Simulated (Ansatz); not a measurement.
Te (P3_121) from a database of computed structures, relaxed with r2SCAN+rVV10 in Ansatz 0.2.0: space group P3_121 (No. 152), trigonal; conventional cell a = 4.471 Å, c = 5.949 Å, 34.33 Å³ an atom. Te has 2 Te at 2.85 Å. The primitive cell holds 3 atoms in 102.99 Å³. Spin-unpolarised throughout; all numbers are computed.

Computed values: r2SCAN gives 0.33 eV and r2SCAN0 (25 %) 1.26 eV. HSE06 (6×6×4) gives a least gap of 0.60 eV, with the direct gap within 0.05 eV of it.

What is the density?
The cell holds 3 Te: M = 3×127.600 = 382.80 u in V = 102.99 Å³. ρ = 1.66054 × M/V = 1.66054 × 382.80/102.99 = 6.172 g/cm³, for the static r2SCAN+rVV10 lattice.

Interpolate to r2SCANh, with 10 % exact exchange.
0.33 + (1.26 − 0.33) × 0.10/0.25 = 0.70 eV; the run gives 0.68 eV (-0.02 eV against the interpolation).

At what wavelength does absorption set in by HSE06, excitons left aside?
λ = 1239.84 eV nm/E: 2066 nm for the least gap. That lies in the infrared.

Spin-orbit coupling is left out, which matters wherever the heavy atoms make up the band edges.

Gaps or overlaps of about a tenth of an eV are at the limit of these meshes: between the points read a gap can be smaller or closed.

The meshes of the hybrids are coarse, so their gaps aren't converged to the digits shown.
